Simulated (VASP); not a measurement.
WSe2, 3 atoms in the cell. The cell holds a slab with vacuum, 3 atoms: a = 3.287 Å, b = 3.287 Å, c = 21.346 Å, α = 90.00°, β = 90.00°, γ = 120.00°. 

| Quantity | Value |
| --- | --- |
| Program | VASP 6.6.1 |
| Task | relaxation of cell and atoms |
| Functional | PBE |
| Dispersion | D3(BJ) |
| Potentials or basis | VASP PAW PBE potentials, release 64 (Se, W_sv) |
| Cutoff | 600 eV |
| k mesh | 12 × 12 × 1 |
| Occupations | gaussian, width 0.03 eV |
| Spin | no spin polarisation |
| Further INCAR settings | ALGO = Normal; EDIFF = 1e-07; IBRION = 2; EDIFFG = -0.005; NSW = 90; ISIF = 3 |

Potentials or basis: VASP PAW PBE potentials, release 64 (Se, W_sv).

Command:

```console
$ cat potpaw_PBE.64/Se/POTCAR potpaw_PBE.64/W_sv/POTCAR > POTCAR
$ mpirun -np 4 vasp_std > vasp.out
```

Hardware: 4 MPI ranks on AMD EPYC 9R45 (Zen 5), with other jobs on the host.

Problem. How long does it take, and how much memory?

Solution. Wall time 33 s on 4 MPI ranks on AMD EPYC 9R45 (Zen 5), on a shared host, peak memory 0.42 GiB a rank. Counts: scf iterations 24, k points 19, ion steps 1.
